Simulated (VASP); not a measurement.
**ZnS (Wurtzite-4H): band structure with AM05**

**What was measured.**

A printed reference work, monograph reports, for a bulk crystal of ZnS at 4 K: band gap 3.911 eV (direct).

Crystal: ZnS (Wurtzite-4H).

```xyz
8
Lattice="3.8227 0.0000 0.0000 -1.9114 3.3106 0.0000 0.0000 0.0000 12.5200" Properties=species:S:1:pos:R:3 pbc="T T T"
Zn    1.9114    1.1035    9.3900
Zn    0.0000    2.2070    3.1300
Zn    0.0000    0.0000    6.2600
Zn    0.0000    0.0000    0.0000
S     1.9114    1.1035   11.7375
S     0.0000    2.2070    5.4775
S     0.0000    0.0000    8.6075
S     0.0000    0.0000    2.3475
```

* Program: VASP 6.6.1
* Task: band structure
* Functional: AM05
* Potentials or basis: VASP PAW PBE potentials, release 64 (Zn, S)
* Cutoff: 520 eV
* k mesh: 8 × 8 × 3
* Occupations: fermi-dirac, width 0.05 eV
* Spin: no spin polarisation
* Further INCAR settings: ALGO = Normal; EDIFF = 1e-07

| Property | Result |
| --- | --- |
| Pressure | -1.5 GPa |
| Largest force | 0.038 eV/Å |
| Band gap on the k mesh | 2.12 eV, direct |
| Band gap along the path | 2.12 eV, direct |

Forces on the atoms (eV/Å):
```
Zn   0.000  0.000  0.006
Zn   0.000  0.000  0.006
Zn   0.000  0.000  0.017
Zn   0.000  0.000  0.017
S    0.000  0.000  0.015
S    0.000  0.000  0.015
S    0.000  0.000 -0.038
S    0.000  0.000 -0.038
```

Stress tensor (GPa, compression positive):
```
-1.41  0.00  0.00
 0.00 -1.41  0.00
 0.00  0.00 -1.57
```

Levels at the corners of the path, in eV from the valence-band top:
```tsv
point	band 32	band 33	band 34	band 35	band 36	band 37	band 38	band 39	band 40	band 41
Γ	-0.46	-0.46	-0.04	0.00	0.00	2.12	3.15	3.35	3.60	6.30
M	-1.61	-1.60	-1.58	-1.11	-0.88	3.28	3.34	3.73	4.32	4.84
M	-1.61	-1.60	-1.58	-1.11	-0.88	3.28	3.34	3.73	4.32	4.84
K	-2.48	-2.30	-1.76	-1.76	-1.33	4.46	4.89	4.89	5.23	5.23
K	-2.48	-2.30	-1.76	-1.76	-1.33	4.46	4.89	4.89	5.23	5.23
Γ	-0.46	-0.46	-0.04	0.00	0.00	2.12	3.15	3.35	3.60	6.30
Γ	-0.46	-0.46	-0.04	0.00	0.00	2.12	3.15	3.35	3.60	6.30
A	-0.76	-0.14	-0.14	-0.14	-0.14	2.97	2.97	3.28	3.28	6.24
A	-0.76	-0.14	-0.14	-0.14	-0.14	2.97	2.97	3.28	3.28	6.24
L	-2.05	-1.51	-1.51	-1.11	-1.11	3.66	3.66	3.99	3.99	4.65
L	-2.05	-1.51	-1.51	-1.11	-1.11	3.66	3.66	3.99	3.99	4.65
H	-2.74	-1.81	-1.81	-1.61	-1.61	4.35	4.35	5.16	5.16	6.11
H	-2.74	-1.81	-1.81	-1.61	-1.61	4.35	4.35	5.16	5.16	6.11
A	-0.76	-0.14	-0.14	-0.14	-0.14	2.97	2.97	3.28	3.28	6.24
L	-2.05	-1.51	-1.51	-1.11	-1.11	3.66	3.66	3.99	3.99	4.65
M	-1.61	-1.60	-1.58	-1.11	-0.88	3.28	3.34	3.73	4.32	4.84
K	-2.48	-2.30	-1.76	-1.76	-1.33	4.46	4.89	4.89	5.23	5.23
H	-2.74	-1.81	-1.81	-1.61	-1.61	4.35	4.35	5.16	5.16	6.11
```

Wall time 5.5 min on 1 thread of AMD EPYC 9R14 (Zen 4), with other jobs on the host, peak memory 0.31 GiB.

Measured gap of ZnS: 3.911 eV (direct; 4 K; a printed reference work, monograph). This calculation gives 2.12 eV (-1.79 eV). The value is that of AM05, without temperature or zero-point motion. Semilocal functionals fall short of measured gaps as a rule.

Caveat: the PAW data sets were made with another functional, which shifts forces and pressure a little.
